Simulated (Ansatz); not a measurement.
SiNi:

```
Ni Si
1.0
     5.17310    0.00000    0.00000
     0.00000    3.33810    0.00000
     0.00000    0.00000    5.60490
Ni Si
4 4
Direct
  0.99221 0.75000 0.81248
  0.50779 0.25000 0.31248
  0.49221 0.75000 0.68752
  0.00779 0.25000 0.18752
  0.67872 0.25000 0.91750
  0.82128 0.75000 0.41750
  0.17872 0.25000 0.58250
  0.32128 0.75000 0.08250
```

| Item | Value |
| --- | --- |
| Program | Ansatz 0.2.0 |
| Task | single point |
| Functional | PBEsol |
| Potentials or basis | Ansatz PAW |
| Cutoff | 420 eV (not typed: the program's choice for these potentials) |
| k mesh | 5 × 8 × 5 |
| Occupations | fermi-dirac, width 0.05 eV |
| Spin | collinear spin, ferromagnetic start |
| Starting moments | [1.0, 1.0, 1.0, 1.0, 0.0, 0.0, 0.0, 0.0] μB |

On this cell: pressure -4.3 GPa; largest force 0.082 eV/Å; net moment 0.00 μB per cell; band gap on the k mesh none (metal or under the smearing width).

The same run follows on a disturbed copy (atoms moved at random, drawn with an rms of 0.05 Å):

```
Ni Si
1.0
     5.17310    0.00000    0.00000
     0.00000    3.33810    0.00000
     0.00000    0.00000    5.60490
Ni Si
4 4
Direct
  0.99942 0.74981 0.81008
  0.51680 0.24512 0.31492
  0.49478 0.75792 0.68828
  0.00334 0.24471 0.18710
  0.67538 0.23914 0.92577
  0.82700 0.76428 0.40964
  0.17904 0.25103 0.58535
  0.32537 0.75548 0.08346
```

Problem. What does the disturbed cell give?

Solution. The energy (extrapolated to zero smearing) moves by +12.4 meV/atom; pressure -3.9 GPa; largest force 0.906 eV/Å; net moment 0.00 μB per cell; band gap on the k mesh none (metal or under the smearing width).

Forces in eV/Å, atoms in the order of the input:
```
Ni  -0.378 -0.039  0.125
Ni  -0.545  0.360  0.041
Ni   0.188 -0.331  0.003
Ni   0.706  0.440 -0.077
Si   0.217  0.411 -0.598
Si  -0.309 -0.615  0.588
Si   0.323  0.039 -0.190
Si  -0.201 -0.265  0.107
```

Stress tensor (GPa, compression positive):
```
-5.67  0.52  0.01
 0.52 -1.80 -0.09
 0.01 -0.09 -4.21
```

Caveats: the PAW data sets come from PBE, with cores solved anew for the run's functional, which leaves a small shift of forces and pressure; the starting moments weren't kept.
